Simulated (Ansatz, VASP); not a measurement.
# HgTe: VASP beside Ansatz

```
Hg Te
1.0
     0.00000    3.18000    3.18000
     3.18000    0.00000    3.18000
     3.18000    3.18000    0.00000
Hg Te
1 1
Direct
  0.00000 0.00000 0.00000
  0.50000 0.50000 0.50000
```

Measurements of this composition are mostly on another form, of space group No. 216.

Alike in both runs: task electric field gradients; functional PBE; k mesh 8 × 8 × 8; occupations fermi-dirac, width 0.05 eV; no spin polarisation.

```csv
,VASP,Ansatz
version,VASP 6.6.1,Ansatz 0.2.0
potentials or method,"VASP PAW PBE potentials, release 64 (Hg, Te)","plane-wave PAW, scalar-relativistic"
plane-wave cutoff (eV),520,420
valence electrons in the cell,18,36
```

```csv
,VASP,Ansatz,Ansatz less VASP
pressure (GPa),-3.5,-3.6,-0.05
Vzz of the field gradient on the site that differs most (V/Å²),0.0,0.0,0.00
```

The functional is the same, so the differences come from potentials, cutoffs and numerics. The two sets of potentials don't hold the same shells in valence. Ansatz warned: «gradients_without_spin_orbit».

Spin-orbit coupling is left out, which matters for the levels of Hg, Te.
